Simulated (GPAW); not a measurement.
Crystal: AgCl (Chlorargyrite).

```
Ag Cl
1.0
     0.00000    2.73500    2.73500
     2.73500    0.00000    2.73500
     2.73500    2.73500    0.00000
Ag Cl
1 1
Direct
  0.00000 0.00000 0.00000
  0.50000 0.50000 0.50000
```

| Quantity | Value |
| --- | --- |
| Program | GPAW 26.7.0 |
| Task | relaxation of cell and atoms |
| Functional | PBEsol |
| Dispersion | D4 |
| Potentials or basis | PAW data sets generated in the run's folder for this functional |
| Cutoff | 600 eV |
| Basis | pw |
| k mesh | 8 × 8 × 8 |
| Occupations | fermi-dirac, width 0.05 eV |
| Spin | no spin polarisation |

At the start: pressure -2.1 GPa; volume 20.46 Å³/atom.

Problem. How do energy, volume and symmetry change on relaxing?

Solution. Over 3 steps the energy falls by 4.5 meV/atom and the volume is 19.68 Å³/atom (-3.8 %); space group Fm-3m (No. 225, to 0.05 Å).

The path:
```tsv
step	energy change (eV)	largest force (eV/Å)	pressure (GPa)	volume (Å³)
1	0.0000	0.0000	-2.06	40.92
2	-0.0026	0.0000	-1.77	40.69
3	-0.0089	0.0000	0.12	39.37
```

Final structure:
```
Ag Cl
1.0
     0.00000    2.70000    2.70000
     2.70000    0.00000    2.70000
     2.70000    2.70000    0.00000
Ag Cl
1 1
Direct
  0.00000 0.00000 0.00000
  0.50000 0.50000 0.50000
```

Caveat: later steps reuse the first step's grids.
